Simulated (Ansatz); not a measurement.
**Zone-centre phonons of CoO: input and output**

The calculation used Ansatz, DFT PBE+U, scalar-relativistic, plane waves, PAW.

Launched with:
```bash
ansatz run input.yaml --threads 1 --pin off --max-ram 3072MiB --backend cpu --events-out ev --progress --plain --runs-dir out
```

Input (bare energies are in eV):
```yaml
crystal:
  lattice:
    - [-1.4988479147, 1.4988479147, 2.2653713856]
    - [1.4988479147, -1.4988479147, 2.2653713856]
    - [1.4988479147, 1.4988479147, -2.2653713856]
  atoms:
    - { symbol: Co, position: [0.0, 0.0, 0.0], spin: 2.84 }
    - { symbol: O, position: [0.5, 0.5, 0.0], spin: 0.26 }
basis:
  ecutwfc: 420
kpoints:
  mp_grid: { grid: [16, 16, 16] }
hamiltonian:
  xc: pbe
  hubbard: { sites: [{ species: Co, l: d, u_eff: 3.32 }] }
scf:
  occupations: { method: gaussian, width: 0.01 }
output:
  eigenvalues: true
  populations: true
magnetization:
  spin_polarized: true
phonons:
  method: dfpt
  eigenvectors: true
```

The end of the output:
```
--- Phonons (Γ-DFPT): 4 representative perturbations + reference, on 1098 of 4096 k-points (Σ response iterations 24) ---
  k mesh reduced under 2 symmetry operations, with k and −k counted as one. Each operation leaves every solved perturbation unchanged. A smaller set is not considered because the run has a Hubbard term
  ASR residual: 7.130e-5 → 0.000e0 eV/Å²; symmetrization residual: 5.028e-6 eV/Å²
  ASR residual per site (eV/Å²): 7.13e-5 4.52e-5
  Γ frequencies (cm⁻¹): 0.00 0.00 0.00 137.27 301.78 301.78
  non-analytic LO–TO correction: not included (Born effective charges unavailable; polar crystals: no LO–TO splitting at Γ)
--- Löwdin populations: 2 sites ---
  site symbol q [e]    m [muB]
     0     Co     15.8100     2.6949
     1      O      7.0631     0.2995
  spilling = 0.005517 (of n_electrons = 23.000000)
```

The run took 6.6 min on 1 thread of Intel(R) Xeon(R) 6975P-C (Granite Rapids), on a shared host, peak memory 1.8 GiB.

The magnetic state is the one reached from the starting moments and may not be the lowest.